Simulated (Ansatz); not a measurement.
# Relaxing AlRu

Computed with Ansatz, DFT r2SCAN, scalar-relativistic, plane waves, PAW. Run with 500 eV cutoff, 18×18×18 k-mesh, Gaussian smearing of 0.10 eV, no spin polarisation.

What was changed: biaxial strain in the a-b plane, c and atoms relaxed: -4.5 %.

Command:

```bash
ansatz run input.yaml --threads 1 --pin off --max-ram 2560MiB --backend cpu --events-out ev --progress --plain --runs-dir out
```

Input:

```yaml
crystal:
  lattice:
    - [2.8482831452, 0.0, 0.0]
    - [0.0, 2.8482831452, 0.0]
    - [0.0, 0.0, 3.0630228169]
  atoms:
    - { symbol: Al, position: [0.0, 0.0, 0.0] }
    - { symbol: Ru, position: [0.5, 0.5, 0.5] }
basis:
  ecutwfc: 500
kpoints:
  mp_grid: { grid: [18, 18, 18] }
hamiltonian:
  xc: r2scan
scf:
  occupations: { method: gaussian, width: 0.1 }
output:
  forces: true
  stress: true
  eigenvalues: true
relax:
  adjacent_minimum: "off"
  f_tol: 0.008
  max_steps: 40
  cell: { stress_tol: 0.015, fix: [a, b, gamma] }
```

F is the free energy. Steps run on the plane waves of an earlier cell, but the last one, and at times one on the way, on a freshly chosen basis, so a repeated geometry can differ a little in energy. The held parts of the cell keep their stress, so P needn't end at zero.

Steps:

| step | F − F(1) (eV) | largest force component (eV/Å) | V (Å³/atom) | P (GPa) |
| --- | --- | --- | --- | --- |
| 1 | 0.0000 | 0.000 | 12.425 | 17.30 |
| 2 | -0.0095 | 0.000 | 12.663 | 12.32 |
| 3 | -0.0095 | 0.000 | 12.661 | 12.37 |
| 4 | -0.0097 | 0.000 | 12.661 | 12.38 |

Relaxed structure:

```xyz
2
Lattice="2.8483 0.0000 0.0000 0.0000 2.8483 0.0000 0.0000 0.0000 3.1212" Properties=species:S:1:pos:R:3 pbc="T T T"
Al    0.0000    0.0000    0.0000
Ru    1.4241    1.4241    1.5606
```

It takes space group P4/mmm (No. 123, tetragonal). Conventional cell: a = 2.848 Å, b = 2.848 Å, c = 3.121 Å, α = 90.00°, β = 90.00°, γ = 90.00°. Around Al (site symmetry 4/mmm) lie 8 Ru at 2.55 Å and 4 Al at 2.85 Å. Ru (site symmetry 4/mmm) is surrounded by 8 Al at 2.55 Å and 4 Ru at 2.85 Å.

The run converged. Time: 110 s on 1 thread of Arm Neoverse V1, with other jobs on the host, peak memory 0.57 GiB.